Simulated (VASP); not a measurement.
Here is a VASP 6.6.1 calculation.

INCAR

```
SYSTEM = W
  PREC = Accurate
  ENCUT = 240
  EDIFF = 1E-6
  ISMEAR = 1
  SIGMA = 0.1
  LREAL = .FALSE.
  LASPH = .TRUE.
  NELM = 100
  ALGO = Normal
  ISIF = 2
  LWAVE = .FALSE.
  LCHARG = .TRUE.
  LDIPOL = .TRUE.
  IDIPOL = 3
  DIPOL = 0.5 0.5 0.500
  GGA = PE
  LVHAR = .TRUE.
  LVACPOTAV = .TRUE.
  KPAR = 2
```

The input KPOINTS:

```
Automatic mesh
0
G
  12 12 1
  0 0 0
```

Contents of POSCAR:

```
W                                       
1.0
    2.8655568500      0.0000000000      0.0000000000
   -0.9551856200      2.7016728600      0.0000000000
    0.0000000000      0.0000000000     24.1867782300
  W             
     3
Direct
     0.0000000000000000    0.0000000000000000    0.4131811148201677
     0.5000000000000000    0.5000000000000000    0.5000000000000000
     0.0000000000000000    0.0000000000000000    0.5868188851798323
```

Potentials or basis: VASP PAW PBE potentials, release 64 (W_sv).

Launch:

```sh
$ cat potpaw_PBE.64/W_sv/POTCAR > POTCAR
$ mpirun -np 2 vasp_std > vasp.out
```

(1) Predict the work function of the upper face.

(2) Predict the work function of the lower face.

(3) Predict the band gap on the k mesh.

Answers

(1) 4.76 eV.

(2) 4.76 eV.

(3) none (metal or under the smearing width).
